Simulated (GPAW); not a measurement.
**MnIn15P16 (InP32 Mn1): moments or none**

Wanted: the moments of MnIn15P16 (InP32 Mn1) and the energy gained by spin polarisation.

Method: PBE; plane waves with GPAW's PAW setups, scalar-relativistic, in GPAW 26.7.0.

**1. Set-up**

Symmetry: P-42m, No. 111, tetragonal system. Conventional cell: a = 11.738 Å, b = 11.738 Å, c = 5.869 Å, α = 90.00°, β = 90.00°, γ = 90.00°. Mn has 4 P at 2.54 Å nearest. P has 3 In at 2.54 Å and 1 Mn at 2.54 Å nearest. In has 4 P at 2.54 Å nearest. Nearest to P lie 4 In at 2.54 Å. Nearest to In lie 4 P at 2.54 Å. Nearest to P lie 4 In at 2.54 Å. substitutional dopants on the host's lattice, its constants typed without a cited source, atoms not relaxed. Farther neighbours are not listed.

The cell is a made-up one and need not be a known phase.

**2. Run 1 (ferro +)**

Parallel moments need no larger cell; this start tests for a ferromagnetic state only.

File order1.py:

```python
import json
import numpy as np
from ase import Atoms
from ase.parallel import paropen, parprint
from gpaw import GPAW

atoms = Atoms(['Mn', 'P', 'In', 'P', 'In', 'P', 'In', 'P', 'In', 'P', 'In', 'P', 'In', 'P', 'In', 'P', 'In', 'P', 'In', 'P', 'In', 'P', 'In', 'P', 'In', 'P', 'In', 'P', 'In', 'P', 'In', 'P'],
    cell=[[11.738, 0.0, 0.0],
         [0.0, 11.738, 0.0],
         [0.0, 0.0, 5.869]],
    scaled_positions=[[0.0, 0.0, 0.0],
         [0.125, 0.125, 0.25],
         [0.0, 0.25, 0.5],
         [0.125, 0.375, 0.75],
         [0.25, 0.0, 0.5],
         [0.375, 0.125, 0.75],
         [0.25, 0.25, 0.0],
         [0.375, 0.375, 0.25],
         [0.0, 0.5, 0.0],
         [0.125, 0.625, 0.25],
         [0.0, 0.75, 0.5],
         [0.125, 0.875, 0.75],
         [0.25, 0.5, 0.5],
         [0.375, 0.625, 0.75],
         [0.25, 0.75, 0.0],
         [0.375, 0.875, 0.25],
         [0.5, 0.0, 0.0],
         [0.625, 0.125, 0.25],
         [0.5, 0.25, 0.5],
         [0.625, 0.375, 0.75],
         [0.75, 0.0, 0.5],
         [0.875, 0.125, 0.75],
         [0.75, 0.25, 0.0],
         [0.875, 0.375, 0.25],
         [0.5, 0.5, 0.0],
         [0.625, 0.625, 0.25],
         [0.5, 0.75, 0.5],
         [0.625, 0.875, 0.75],
         [0.75, 0.5, 0.5],
         [0.875, 0.625, 0.75],
         [0.75, 0.75, 0.0],
         [0.875, 0.875, 0.25]],
    pbc=True,
    magmoms=[4.5, 0.0, 0.0, 0.0, 0.0, 0.0, 0.0, 0.0, 0.0, 0.0, 0.0, 0.0, 0.0, 0.0, 0.0, 0.0, 0.0, 0.0, 0.0, 0.0, 0.0, 0.0, 0.0, 0.0, 0.0, 0.0, 0.0, 0.0, 0.0, 0.0, 0.0, 0.0])
atoms.calc = GPAW(mode={'name': 'pw', 'ecut': 450},
    xc='PBE',
    kpts={'size': (3, 3, 5), 'gamma': True},
    occupations={'name': 'fermi-dirac', 'width': 0.05},
    convergence={'density': 1e-05, 'energy': 1e-05},
    maxiter=200,
    mixer={'name': 'pulay', 'beta': 0.05, 'nmaxold': 6, 'weight': 50},
    symmetry={'tolerance': 1e-4},
    txt='order1.txt')
e = atoms.get_potential_energy(force_consistent=True)
res = {'free_energy': e, 'energy_sigma0': atoms.get_potential_energy(), 'fermi_energy': atoms.calc.get_fermi_level()}
res['moments'] = atoms.get_magnetic_moments().tolist()
res['total'] = atoms.get_magnetic_moment()
parprint('site moments (muB):', np.round(res['moments'], 3))
parprint(f"total moment: {res['total']:.3f} muB")
parprint(f'free energy: {e:.6f} eV')
atoms.calc.write('order1.gpw')
with paropen('results.json', 'w') as f:
    json.dump(res, f)
```

On the command line:

```console
OMP_NUM_THREADS=1 mpirun -n 4 gpaw python order1.py > order1.log
```

Numbers of over 12 decimals in the logs are rounded to 6 here.

Log:

```text
site moments (muB): [ 3.866e+00 -3.000e-02  7.000e-03 -7.000e-03  7.000e-03 -7.000e-03
  3.000e-03 -9.000e-03  1.000e-03 -7.000e-03  7.000e-03 -3.000e-02
 -0.000e+00 -9.000e-03  3.000e-03 -7.000e-03  1.000e-03 -7.000e-03
 -0.000e+00 -9.000e-03  7.000e-03 -3.000e-02  3.000e-03 -7.000e-03
  0.000e+00 -9.000e-03 -0.000e+00 -7.000e-03 -0.000e+00 -7.000e-03
  3.000e-03 -3.000e-02]
total moment: 4.010 muB
free energy: -142.729452 eV

--- order1.txt ---
Input parameters:
  mode=PW(ecut=450),
  convergence={'density': 1e-05, 'energy': 1e-05},
  kpts=MonkhorstPack(size=(3, 3, 5), gamma=True),
  maxiter=200,
  mixer=Pulay(name='pulay', nmaxold=6, beta=0.05, weight=50, sigma=0.015, g_ss=None),
  occupations=Occupations(name='fermi-dirac', width=0.05),
  symmetry=Symmetry(tolerance=0.0001),
  xc=XC(name='PBE')

Diagonalizing LCAO Hamiltonian
Converting LCAO to pw mode
        .----------------------------.
       /|                            |
      / |                            |
     /  |  P             P           |
    /   |       P              P     |
   /  In|            In              |
  /    P|         P   P          P   |
 *      .---In------------In---------.
 |     / P   P          P  P        /
 | In /       In In         In     /
 |   /         P             P    /
 |  /nP In         IP  In        /
 | /      In            In      /
 |/                            /
 Mn------------In-------------*

Atoms  # Å, Bohr magnetons
|    | symbol |         x |         y |        z |    initial magnetic moments |
|----|--------|-----------|-----------|----------|-----------------------------|
|  0 |     Mn |  0.000000 |  0.000000 | 0.000000 | ( 0.0000,  0.0000,  4.5000) |
|  1 |      P |  1.467250 |  1.467250 | 1.467250 | ( 0.0000,  0.0000,  0.0000) |
|  2 |     In |  0.000000 |  2.934500 | 2.934500 | ( 0.0000,  0.0000,  0.0000) |
|  3 |      P |  1.467250 |  4.401750 | 4.401750 | ( 0.0000,  0.0000,  0.0000) |
|  4 |     In |  2.934500 |  0.000000 | 2.934500 | ( 0.0000,  0.0000,  0.0000) |
|  5 |      P |  4.401750 |  1.467250 | 4.401750 | ( 0.0000,  0.0000,  0.0000) |
|  6 |     In |  2.934500 |  2.934500 | 0.000000 | ( 0.0000,  0.0000,  0.0000) |
|  7 |      P |  4.401750 |  4.401750 | 1.467250 | ( 0.0000,  0.0000,  0.0000) |
|  8 |     In |  0.000000 |  5.869000 | 0.000000 | ( 0.0000,  0.0000,  0.0000) |
|  9 |      P |  1.467250 |  7.336250 | 1.467250 | ( 0.0000,  0.0000,  0.0000) |
| 10 |     In |  0.000000 |  8.803500 | 2.934500 | ( 0.0000,  0.0000,  0.0000) |
| 11 |      P |  1.467250 | 10.270750 | 4.401750 | ( 0.0000,  0.0000,  0.0000) |
| 12 |     In |  2.934500 |  5.869000 | 2.934500 | ( 0.0000,  0.0000,  0.0000) |
| 13 |      P |  4.401750 |  7.336250 | 4.401750 | ( 0.0000,  0.0000,  0.0000) |
| 14 |     In |  2.934500 |  8.803500 | 0.000000 | ( 0.0000,  0.0000,  0.0000) |
| 15 |      P |  4.401750 | 10.270750 | 1.467250 | ( 0.0000,  0.0000,  0.0000) |
| 16 |     In |  5.869000 |  0.000000 | 0.000000 | ( 0.0000,  0.0000,  0.0000) |
| 17 |      P |  7.336250 |  1.467250 | 1.467250 | ( 0.0000,  0.0000,  0.0000) |
| 18 |     In |  5.869000 |  2.934500 | 2.934500 | ( 0.0000,  0.0000,  0.0000) |
| 19 |      P |  7.336250 |  4.401750 | 4.401750 | ( 0.0000,  0.0000,  0.0000) |
| 20 |     In |  8.803500 |  0.000000 | 2.934500 | ( 0.0000,  0.0000,  0.0000) |
| 21 |      P | 10.270750 |  1.467250 | 4.401750 | ( 0.0000,  0.0000,  0.0000) |
| 22 |     In |  8.803500 |  2.934500 | 0.000000 | ( 0.0000,  0.0000,  0.0000) |
| 23 |      P | 10.270750 |  4.401750 | 1.467250 | ( 0.0000,  0.0000,  0.0000) |
| 24 |     In |  5.869000 |  5.869000 | 0.000000 | ( 0.0000,  0.0000,  0.0000) |
| 25 |      P |  7.336250 |  7.336250 | 1.467250 | ( 0.0000,  0.0000,  0.0000) |
| 26 |     In |  5.869000 |  8.803500 | 2.934500 | ( 0.0000,  0.0000,  0.0000) |
| 27 |      P |  7.336250 | 10.270750 | 4.401750 | ( 0.0000,  0.0000,  0.0000) |
| 28 |     In |  8.803500 |  5.869000 | 2.934500 | ( 0.0000,  0.0000,  0.0000) |
| 29 |      P | 10.270750 |  7.336250 | 4.401750 | ( 0.0000,  0.0000,  0.0000) |
| 30 |     In |  8.803500 |  8.803500 | 0.000000 | ( 0.0000,  0.0000,  0.0000) |
| 31 |      P | 10.270750 | 10.270750 | 1.467250 | ( 0.0000,  0.0000,  0.0000) |

Unit cell  # Å
| periodic |         x |         y |        z |   lengths |    angles |
|----------|-----------|-----------|----------|-----------|-----------|
|      yes | 11.738000 |  0.000000 | 0.000000 | 11.738000 | 90.000000 |
|      yes |  0.000000 | 11.738000 | 0.000000 | 11.738000 | 90.000000 |
|      yes |  0.000000 |  0.000000 | 5.869000 |  5.869000 | 90.000000 |

Number of symmetries: 8

BZ-sampling:
  Number of BZ points: 45
  Number of IBZ points: 9

  Monkhorst-Pack size: [3, 3, 5]
  Monkhorst-Pack shift: [0, 0, 0]

K-points  # in reciprocal-cell coordinates
|   |                                coordinates |     weight |
|---|--------------------------------------------|------------|
| 0 | (  0.00000000,   0.00000000,   0.00000000) | 0.02222222 |
| 1 | (  0.00000000,   0.00000000,   0.20000000) | 0.04444444 |
| 2 | (  0.00000000,   0.00000000,   0.40000000) | 0.04444444 |
| 3 | (  0.33333333,   0.00000000,   0.00000000) | 0.08888889 |
| 4 | (  0.33333333,   0.00000000,   0.20000000) | 0.17777778 |
| 5 | (  0.33333333,   0.00000000,   0.40000000) | 0.17777778 |
| 6 | (  0.33333333,   0.33333333,   0.00000000) | 0.08888889 |
| 7 | (  0.33333333,   0.33333333,   0.20000000) | 0.17777778 |
| 8 | (  0.33333333,   0.33333333,   0.40000000) | 0.17777778 |

Plane wave coefficients: 17550
Cutoff: 450.000000 eV

Spin-components: 2 (collinear spins)
Bands:           181
Projectors:      176
Spin-degeneracy: 1
Datatype:        complex128

Parallelization:
  kpt:    4
  domain: 1
  band:   1

Density:
  Valence electrons: 290.0
  Components: 2
  Grid points: [60 60 30]
  Charge: 0.0  # |e|

Potential:
  Grid points: [60 60 30]

species:
  Mn:
    name:    Manganese
    Z:       25.0
    valence: 15
    core:    10
    charge:  0.0  # [|e|]
    compensation charges:
      type: gauss
      rc: 0.38  # [Å]
      lmax: 2
    cutoffs:
      filter: 2.14  # [Å]
      core: 0.86  # [Å]
    projectors
    | kind |    occ | energy [eV] | rcut [Å] |
    |------|--------|-------------|----------|
    |   3s |  2.000 |     -85.859 |    1.275 |
    |   4s |  2.000 |      -5.106 |    1.275 |
    |   3p |  6.000 |     -54.597 |    1.281 |
    |   4p |  0.000 |      -1.371 |    1.281 |
    |   3d |  5.000 |      -6.771 |    1.138 |
    |    d |        |      20.441 |    1.138 |

    Using partial waves for Mn as LCAO basis

  P:
    name:    Phosphorus
    Z:       15.0
    valence: 5
    core:    10
    charge:  0.0  # [|e|]
    compensation charges:
      type: gauss
      rc: 0.30  # [Å]
      lmax: 2
    cutoffs:
      filter: 1.69  # [Å]
      core: 1.81  # [Å]
    projectors
    | kind |    occ | energy [eV] | rcut [Å] |
    |------|--------|-------------|----------|
    |   3s |  2.000 |     -13.968 |    0.953 |
    |   3p |  3.000 |      -5.506 |    0.953 |
    |    s |        |      13.244 |    0.953 |
    |    p |        |      21.705 |    0.953 |
    |    d |        |       0.000 |    0.953 |

    Using partial waves for P as LCAO basis

  In:
    name:    Indium
    Z:       49.0
    valence: 13
    core:    36
    charge:  0.0  # [|e|]
    compensation charges:
      type: gauss
      rc: 0.36  # [Å]
      lmax: 2
    cutoffs:
      filter: 2.09  # [Å]
      core: 2.48  # [Å]
    projectors
    | kind |    occ | energy [eV] | rcut [Å] |
    |------|--------|-------------|----------|
    |   5s |  2.000 |      -8.203 |    1.185 |
    |   5p |  1.000 |      -2.521 |    1.244 |
    |   4d | 10.000 |     -18.629 |    1.148 |
    |    s |        |      19.008 |    1.185 |
    |    p |        |      24.691 |    1.244 |
    |    d |        |       8.583 |    1.148 |

    Using partial waves for In as LCAO basis

Reference energy: -2579992.001514  # eV

eigensolver:
  PPCG
  Converge bands: occupied
  niter=2

density mixing:
  Pulay-Mixer
  Linear mixing parameters: 0.05
  Old densities: 6
  Fourier metric: weight=50, sigma=0.015

occupation numbers:
  Fermi-Dirac:
    width: 0.0500  # eV

poisson solver:
  ecut: 3600.000000  # eV

xc functional:
  name: PBE with 2 nearest neighbor stencil

convergence criteria:
- Maximum integral of absolute [dens]ity change: 1e-05 electrons / valence electron
- Maximum [total energy] change in last 3 cyles: 1e-05 eV / valence electron
- Maximum integral of absolute [eigenst]ate change: 4e-08 eV^2 / valence electron
maximum number of iterations: 200

SCF iterations
|iter     |      energy | eigst |  dens |  magmom |
|---------|-------------|-------|-------|---------|
|iter:   1|       0s | -147.723104 | -0.15 |       |  +4.5102|
|iter:   2|      39s | -146.787411 | -1.34 | -1.10 |  +4.4889|
|iter:   3|      78s | -143.490045 | -1.47 | -1.15 |  +4.3840|
|iter:   4|     118s | -143.021104 | -1.22 | -1.34 |  +4.2145|
|iter:   5|     158s | -142.746218 | -2.47 | -1.61 |  +4.2244|
|iter:   6|     197s | -142.784994 | -2.55 | -1.62 |  +4.0241|
|iter:   7|     237s | -142.706122 | -2.86 | -2.14 |  +4.0534|
|iter:   8|     276s | -142.708129 | -3.40 | -2.32 |  +4.0210|
|iter:   9|     316s | -142.707294c| -4.59 | -2.80 |  +4.0236|
|iter:  10|     356s | -142.707679c| -4.46 | -2.77 |  +4.0159|
|iter:  11|     395s | -142.707827c| -5.52 | -3.10 |  +4.0151|
|iter:  12|     435s | -142.708016c| -6.20 | -3.14 |  +4.0137|
|iter:  13|     474s | -142.708210c| -6.13 | -3.19 |  +4.0123|
|iter:  14|     514s | -142.708401c| -5.84 | -3.27 |  +4.0111|
|iter:  15|     554s | -142.708439c| -6.53 | -3.45 |  +4.0108|
|iter:  16|     593s | -142.708456c| -7.03 | -3.53 |  +4.0110|
|iter:  17|     633s | -142.708506c| -6.35 | -3.62 |  +4.0107|
|iter:  18|     672s | -142.708505c| -7.38 | -4.05 |  +4.0107|
|iter:  19|     712s | -142.708505c| -7.79c| -4.10 |  +4.0108|
|iter:  20|     731s | -142.708504c| -7.47c| -4.13 |  +4.0108|
|iter:  21|     751s | -142.708504c| -7.76c| -4.14 |  +4.0109|
|iter:  22|     790s | -142.708513c| -7.43c| -4.15 |  +4.0108|
|iter:  23|     810s | -142.708514c| -7.91c| -4.32 |  +4.0108|
|iter:  24|     830s | -142.708515c| -7.68c| -4.34 |  +4.0107|
|iter:  25|     850s | -142.708517c| -7.66c| -4.46 |  +4.0106|
|iter:  26|     869s | -142.708517c| -7.96c| -4.67 |  +4.0105|
|iter:  27|     889s | -142.708518c| -8.00c| -4.79 |  +4.0105|
|iter:  28|     909s | -142.708518c| -8.15c| -5.11c|  +4.0105|

Converged in 28 steps
Energy contributions relative to reference atoms: (reference = -2579992.001514)

Energy contributions:
  Kinetic:         341.254520
  Coulomb:        -314.933828
  Zero:              3.150539
  External:          0.000000
  Xc:             -172.158814
  Entropy:          -0.041869
  Spinorbit:         0.000000
  ----------------------------
  Free energy:    -142.729452
  Extrapolated:   -142.708518

dipole moment: (-144.449431, -144.449431, -151.056944)  # |e|*Ang

Total magnetic moment: (0.000000, 0.000000, 4.010482)

Local magnetic moments
|        x |        y |         z |
|----------|----------|-----------|
| 0.000000 | 0.000000 |  3.865943 |  # Mn   0
| 0.000000 | 0.000000 | -0.030372 |  # P    1
| 0.000000 | 0.000000 |  0.006961 |  # In   2
| 0.000000 | 0.000000 | -0.007092 |  # P    3
| 0.000000 | 0.000000 |  0.006961 |  # In   4
| 0.000000 | 0.000000 | -0.007092 |  # P    5
| 0.000000 | 0.000000 |  0.003157 |  # In   6
| 0.000000 | 0.000000 | -0.009057 |  # P    7
| 0.000000 | 0.000000 |  0.001025 |  # In   8
| 0.000000 | 0.000000 | -0.007092 |  # P    9
| 0.000000 | 0.000000 |  0.006961 |  # In  10
| 0.000000 | 0.000000 | -0.030372 |  # P   11
| 0.000000 | 0.000000 | -0.000439 |  # In  12
| 0.000000 | 0.000000 | -0.009057 |  # P   13
| 0.000000 | 0.000000 |  0.003157 |  # In  14
| 0.000000 | 0.000000 | -0.007092 |  # P   15
[...]
| 0.000000 | 0.000000 |  0.003157 |  # In  22
| 0.000000 | 0.000000 | -0.007092 |  # P   23
| 0.000000 | 0.000000 |  0.000265 |  # In  24
| 0.000000 | 0.000000 | -0.009057 |  # P   25
| 0.000000 | 0.000000 | -0.000439 |  # In  26
| 0.000000 | 0.000000 | -0.007092 |  # P   27
| 0.000000 | 0.000000 | -0.000439 |  # In  28
| 0.000000 | 0.000000 | -0.007092 |  # P   29
| 0.000000 | 0.000000 |  0.003157 |  # In  30
| 0.000000 | 0.000000 | -0.030372 |  # P   31

Fermi level: 4.727
Eigenvalues  # (at kpt = [0.000, 0.000, 0.000])
| band index |      eig [eV] | occ [0-1] |      eig [eV] | occ [0-1] |
|------------|---------------|-----------|---------------|-----------|
|          0 |       -76.345 |     1.000 |       -72.035 |     1.000 |
|        ... |               |           |               |           |
|        136 |         3.393 |     1.000 |         3.656 |     1.000 |
|        137 |         3.443 |     1.000 |         3.692 |     1.000 |
|        138 |         3.488 |     1.000 |         3.692 |     1.000 |
|        139 |         3.488 |     1.000 |         3.721 |     1.000 |
|        140 |         3.732 |     1.000 |         4.563 |     0.964 |
|        141 |         3.838 |     1.000 |         4.576 |     0.953 |
|        142 |         3.918 |     1.000 |         4.576 |     0.953 |
|        143 |         4.112 |     1.000 |         5.570 |     0.000 |
|        144 |         4.112 |     1.000 |         6.051 |     0.000 |
|        145 |         5.011 |     0.003 |         6.079 |     0.000 |
|        146 |         5.038 |     0.002 |         6.318 |     0.000 |
|        147 |         5.038 |     0.002 |         6.362 |     0.000 |
|        148 |         5.535 |     0.000 |         6.362 |     0.000 |
|        149 |         6.595 |     0.000 |         6.866 |     0.000 |
|        150 |         6.595 |     0.000 |         6.903 |     0.000 |
|        151 |         6.602 |     0.000 |         6.903 |     0.000 |
|        ... |               |           |               |           |
|        180 |        10.188 |     0.000 |        10.305 |     0.000 |

No gap
No difference between direct/indirect transitions
```

It took 16 min on 4 MPI ranks of Arm Neoverse V2, shared host; peak memory 3.3 GiB; 65 min of CPU time.

Spin moment in the augmentation sphere by element, in μB:

```
element  atoms   mean  spread (r.m.s.)  least  largest
     Mn      1   3.87             0.00   3.87     3.87
      P     16  -0.01             0.01  -0.03    -0.01
     In     15   0.00             0.00   0.00     0.01
```

The atoms farthest from the mean of their element:

```
atom         x, y, z (Å)  spin moment in the augmentation sphere (μB)
  P2    1.47, 1.47, 1.47                                        -0.03
 P12   1.47, 10.27, 4.40                                        -0.03
 P32  10.27, 10.27, 1.47                                        -0.03
 P22   10.27, 1.47, 4.40                                        -0.03
 P10    1.47, 7.34, 1.47                                        -0.01
 P16   4.40, 10.27, 1.47                                        -0.01
  P6    4.40, 1.47, 4.40                                        -0.01
  P4    1.47, 4.40, 4.40                                        -0.01
```

Read from the output:

| Item | Value |
| --- | --- |
| magnetization | 4.010 μB |
| final state | ferromagnetic |

After 28 cycles the largest moment stands at 3.87 μB.

(Continued in part 2 of 2.)

[Logs and program files are shortened in this print: banners, set-up blocks, solver, clock and traceback lines can be left out without a mark of their own.]

[Logs are printed without paths, hosts, clocks, repeated set-up lines and the standing remarks that a program may print on its own settings, such as how far it seeks lower states.]

[Hosts, paths, dates, database ids (printed as entryN), source tags and the programs' standing remarks are cut or masked in the printed files.]

[Where a cell is said to come from a database of computed structures, the database is the Materials Project.]
